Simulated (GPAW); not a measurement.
# Co (P6_3/mmc) in GPAW: single point with LDA

Aim: the single point of Co with LDA.

Program: GPAW 26.7.0. These are calculated values, not measurements. Logs are shortened: lines on timing, memory, paths and dates and some standing lists are left out, and cuts for length are marked. The log counts tension as positive stress, the text compression.

## Step 1: The crystal as given

It takes space group P6_3/mmc (No. 194, hexagonal). Conventional cell: a = 2.472 Å, b = 2.472 Å, c = 4.021 Å, α = 90.00°, β = 90.00°, γ = 120.00°. Around Co (site symmetry -6m2) lie 12 Co at 2.47 Å.

## Step 2: Single point, LDA, collinear spin, ferromagnetic start

run.py

```python
from ase import Atoms
from ase.dft.bandgap import bandgap
from ase.io import write
from ase.units import GPa
from gpaw import GPAW, PW

atoms = Atoms(['Co', 'Co'],
              cell=[[2.4719999032, 0.0, 0.0],
                    [-1.2359999516, 2.1408147143, 0.0],
                    [0.0, 0.0, 4.02114408]],
              scaled_positions=[[0.6666666667, 0.3333333333, 0.75],
                                [0.3333333333, 0.6666666667, 0.25]],
              pbc=True)
atoms.set_initial_magnetic_moments([3.0, 3.0])

calc = GPAW(mode=PW(450),
            xc='LDA',
            kpts={'size': (10, 10, 6), 'gamma': True},
            occupations={'name': 'fermi-dirac', 'width': 0.05},
            nbands=21,
            maxiter=120,
            txt='gpaw.txt')
atoms.calc = calc
energy = atoms.get_potential_energy()
forces = atoms.get_forces()
stress = atoms.get_stress()
calc.write('gs.gpw')
write('result.traj', atoms)
print(f'Energy: {energy:.6f} eV')
print('Forces (eV/A):')
print(forces.round(4))
print('Stress (GPa):', (stress / GPa).round(3))
print('Moments:', calc.get_magnetic_moments().round(3))
print('Fermi level:', round(calc.get_fermi_level(), 4), 'eV')
print(f'Gap: {bandgap(calc)[0]:.4f} eV, direct: {bandgap(calc, direct=True)[0]:.4f} eV')
```

Potentials or basis: the program's PAW data sets (release 1.2.1) made for this functional, pw.

Run with:

```sh
$ OMP_NUM_THREADS=1 python run.py
```

gpaw.txt:

```text
__  _  _
 | _ |_)|_||  |
 |__||  | ||/\| - 26.7.0

Input parameters:
  mode=PW(ecut=450.00000000000006),
  kpts=MonkhorstPack(size=(10, 10, 6), gamma=True),
  maxiter=120,
  nbands=21,
  occupations=Occupations(name='fermi-dirac', width=0.05),
  xc=XC(name='LDA')

Diagonalizing LCAO Hamiltonian
Converting LCAO to pw mode

          Co

        Co

Atoms  # Å, Bohr magnetons
|   | symbol |         x |        y |        z |    initial magnetic moments |
|---|--------|-----------|----------|----------|-----------------------------|
| 0 |     Co |  1.236000 | 0.713605 | 3.015858 | ( 0.0000,  0.0000,  3.0000) |
| 1 |     Co | -0.000000 | 1.427210 | 1.005286 | ( 0.0000,  0.0000,  3.0000) |

Unit cell  # Å
| periodic |         x |        y |        z |  lengths |     angles |
|----------|-----------|----------|----------|----------|------------|
|      yes |  2.472000 | 0.000000 | 0.000000 | 2.472000 |  90.000000 |
|      yes | -1.236000 | 2.140815 | 0.000000 | 2.472000 |  90.000000 |
|      yes |  0.000000 | 0.000000 | 4.021144 | 4.021144 | 120.000000 |

Number of symmetries: 12
Symmetry operations  # r_c * U_cc + t_c -> r_c
|    | kind |            matrix            |
|----|------|------------------------------|
|  0 |  σ   |  1, 1, 0,  0,-1, 0,  0, 0, 1 |
|  1 |  S6  |  1, 1, 0, -1, 0, 0,  0, 0,-1 |
|  2 |  E   |  1, 0, 0,  0, 1, 0,  0, 0, 1 |
|  3 |  C2  |  1, 0, 0, -1,-1, 0,  0, 0,-1 |
|  4 |  C2  |  0, 1, 0,  1, 0, 0,  0, 0,-1 |
|  5 |  C3  |  0, 1, 0, -1,-1, 0,  0, 0, 1 |
|  6 |  S6  |  0,-1, 0,  1, 1, 0,  0, 0,-1 |
|  7 |  σ   |  0,-1, 0, -1, 0, 0,  0, 0, 1 |
|  8 |  σ   | -1, 0, 0,  1, 1, 0,  0, 0, 1 |
|  9 |  i   | -1, 0, 0,  0,-1, 0,  0, 0,-1 |
| 10 |  C3  | -1,-1, 0,  1, 0, 0,  0, 0, 1 |
| 11 |  C2  | -1,-1, 0,  0, 1, 0,  0, 0,-1 |

BZ-sampling:
  Number of BZ points: 600
  Number of IBZ points: 72

  Monkhorst-Pack size: [10, 10, 6]
  Monkhorst-Pack shift: [0.05, 0.05, 0.08333333333333333]

K-points  # in reciprocal-cell coordinates
|     |                                coordinates |     weight |
|-----|--------------------------------------------|------------|
|   0 | (  0.00000000,   0.00000000,   0.00000000) | 0.00166667 |
|   1 | (  0.00000000,   0.00000000,   0.16666667) | 0.00333333 |
|   2 | (  0.00000000,   0.00000000,   0.33333333) | 0.00333333 |
|   3 | (  0.00000000,   0.00000000,   0.50000000) | 0.00166667 |
|   4 | (  0.10000000,   0.00000000,  -0.33333333) | 0.01000000 |
|   5 | (  0.10000000,   0.00000000,  -0.16666667) | 0.01000000 |
|   6 | (  0.10000000,   0.00000000,   0.00000000) | 0.01000000 |
|   7 | (  0.10000000,   0.00000000,   0.16666667) | 0.01000000 |
|   8 | (  0.10000000,   0.00000000,   0.33333333) | 0.01000000 |
|   9 | (  0.10000000,   0.00000000,   0.50000000) | 0.01000000 |
| ... |                                            |            |
|  71 | (  0.50000000,   0.50000000,   0.50000000) | 0.00500000 |

Plane wave coefficients: 482
Cutoff: 450.00000000000006 eV

Spin-components: 2 (collinear spins)
Bands:           21
Projectors:      12
Spin-degeneracy: 1
Datatype:        complex128

Parallelization:
  kpt:    1
  domain: 1
  band:   1

Density:
  Valence electrons: 18.0
  Components: 2
  Grid points: [14 14 20]
  Charge: 0.0  # |e|

Potential:
  Grid points: [14 14 20]

species:
  Co:
    name:    Cobalt
    Z:       27.0
    valence: 9
    core:    18
    charge:  0.0  # [|e|]
    compensation charges:
      type: gauss
      rc: 0.32  # [Å]
      lmax: 2
    cutoffs:
      filter: 1.87  # [Å]
      core: 2.55  # [Å]
    projectors
    | kind |    occ | energy [eV] | rcut [Å] |
    |------|--------|-------------|----------|
    |   4s |  2.000 |      -5.672 |    1.005 |
    |   4p |  0.000 |      -1.387 |    1.058 |
    |   3d |  7.000 |      -8.461 |    1.005 |
    |    s |        |      21.539 |    1.005 |
    |    p |        |      25.825 |    1.058 |
    |    d |        |      18.750 |    1.005 |

    Using partial waves for Co as LCAO basis

Reference energy: -75676.533408  # eV

eigensolver:
  PPCG
  Converge bands: occupied
  niter=2

density mixing:
  MSR1-Mixer
  Pratt-step length: 0.05
  Maximum mixing coefficient: 0.75
  Old densities: 10
  SVD Regularization: 0.005
  Good broyden scale: 1.0
  Trust region scale: 1.0
  Backstep threshold: 4.0
  History deletion threshold: 6.0
  Fourier metric: weight=20.0, sigma=0.015

occupation numbers:
  Fermi-Dirac:
    width: 0.0500  # eV

poisson solver:
  ecut: 3600.0000000000005  # eV

xc functional:
  name: None

convergence criteria:
- Maximum [total energy] change in last 3 cyles: 0.0005 eV / valence electron
- Maximum integral of absolute [dens]ity change: 0.0001 electrons / valence electron
- Maximum integral of absolute [eigenst]ate change: 4e-08 eV^2 / valence electron
maximum number of iterations: 120

SCF iterations
|iter     | |      energy | eigst |  dens |  magmom |
|---------|-|-------------|-------|-------|---------|
|iter:   1| |  -17.932318 | +0.38 |       |  +6.0083|
|iter:   2| |  -17.955350 | -2.06 | -0.78 |  +5.8890|
|iter:   3| |  -18.384950 | -2.68 | -0.81 |  +4.2858|
|iter:   4| |  -18.448299 | -2.81 | -1.18 |  +3.1445|
|iter:   5| |  -18.449747 | -4.53 | -2.12 |  +3.1759|
|iter:   6| |  -18.450084c| -4.97 | -2.44 |  +3.2035|
|iter:   7| |  -18.450086c| -6.18 | -3.18 |  +3.2065|
|iter:   8| |  -18.450090c| -7.06 | -3.48 |  +3.2091|
|iter:   9| |  -18.450090c| -7.74c| -4.12c|  +3.2099|

Converged in 9 steps
Energy contributions relative to reference atoms: (reference = -75676.533408)

Energy contributions:
  Kinetic:          17.185303
  Coulomb:         -14.112497
  Zero:              0.359945
  External:          0.000000
  Xc:              -21.874321
  Entropy:          -0.017040
  Spinorbit:         0.000000
  ----------------------------
  Free energy:     -18.458610
  Extrapolated:    -18.450090

dipole moment: (-0.000001, -0.000002, -0.000003)  # |e|*Ang

Total magnetic moment: (0.000000, 0.000000, 3.209886)

Local magnetic moments
|        x |        y |        z |
|----------|----------|----------|
| 0.000000 | 0.000000 | 1.642179 |  # Co   0
| 0.000000 | 0.000000 | 1.642179 |  # Co   1

Fermi level: 10.449
Eigenvalues  # (at kpt = [0.000, 0.000, 0.000])
| band index |      eig [eV] | occ [0-1] |      eig [eV] | occ [0-1] |
|------------|---------------|-----------|---------------|-----------|
|          0 |         1.289 |     1.000 |         1.476 |     1.000 |
|        ... |               |           |               |           |
|          3 |         7.953 |     1.000 |         9.477 |     1.000 |
|          4 |         7.953 |     1.000 |         9.477 |     1.000 |
|          5 |         8.269 |     1.000 |         9.842 |     1.000 |
|          6 |         8.269 |     1.000 |         9.842 |     1.000 |
|          7 |         8.675 |     1.000 |        10.310 |     0.942 |
|          8 |         8.675 |     1.000 |        10.310 |     0.942 |
[... 8 lines left out ...]
|         17 |        36.345 |     0.000 |        36.375 |     0.000 |
|         18 |        36.563 |     0.000 |        37.056 |     0.000 |
|        ... |               |           |               |           |
|         20 |        40.192 |     0.000 |        41.554 |     0.000 |

No gap
No difference between direct/indirect transitions

Forces  # eV/Ang
|        x |        y |        z |
|----------|----------|----------|
|  0.00000 | -0.00000 | -0.00014 |  # Co   0
| -0.00000 |  0.00000 |  0.00014 |  # Co   1

Stress tensor  # eV/Ang^3
|        x |        y |        z |
|----------|----------|----------|
| 0.133653 | 0.000000 | 0.000000 |
| 0.000000 | 0.133653 | 0.000000 |
| 0.000000 | 0.000000 | 0.149992 |

# Writing to gs.gpw (mode='')
```

It took 22 s on 1 thread of Arm Neoverse V2, shared host; peak memory 0.15 GiB.

What came out:

```yaml
Free_energy: -18.4586 eV
Pressure: -22.3 GPa
Band_gap_on_the_k_mesh: none (metal or under the smearing width)
Net_moment: 3.21 μB per cell
Site_moments: Co +1.64 μB
```

Stress tensor (GPa, compression positive):
```
-21.41   0.00   0.00
  0.00 -21.41   0.00
  0.00   0.00 -24.03
```

Levels at points of the mesh, in eV from the Fermi level:
Spin up:
```tsv
k point	band 9	band 10	band 11	band 12	band 13	band 14
(0.00, 0.00, 0.00)	-1.77	-0.63	-0.63	-0.26	6.46	22.56
(0.00, 0.00, 0.50)	-0.96	-0.96	-0.96	-0.96	15.05	15.05
(0.50, 0.50, 0.00)	-0.40	-0.32	1.43	3.46	9.75	10.40
(0.50, 0.50, 0.50)	-0.38	-0.38	1.59	1.59	7.46	7.46
```
Spin down:
```csv
k point,band 3,band 4,band 5,band 6,band 7,band 8,band 9,band 10,band 11,band 12
"(0.00, 0.00, 0.00)",-1.04,-0.97,-0.97,-0.61,-0.61,-0.14,-0.14,-0.11,1.12,1.12
"(0.00, 0.00, 0.50)",-1.59,-1.59,-1.04,-1.04,-1.04,-1.04,0.76,0.76,0.76,0.76
"(0.50, 0.50, 0.00)",-3.32,-1.80,-1.12,-1.06,-0.64,1.27,1.37,1.44,2.69,4.48
"(0.50, 0.50, 0.50)",-2.44,-2.44,-0.03,-0.03,0.32,0.32,1.37,1.37,2.33,2.33
```

Caveat: the cutoff is short for stress and forces, so pressures can be off by a GPa or more; so large a pressure means that the cell lies far from this level's equilibrium, or that cutoff or potentials fall short.
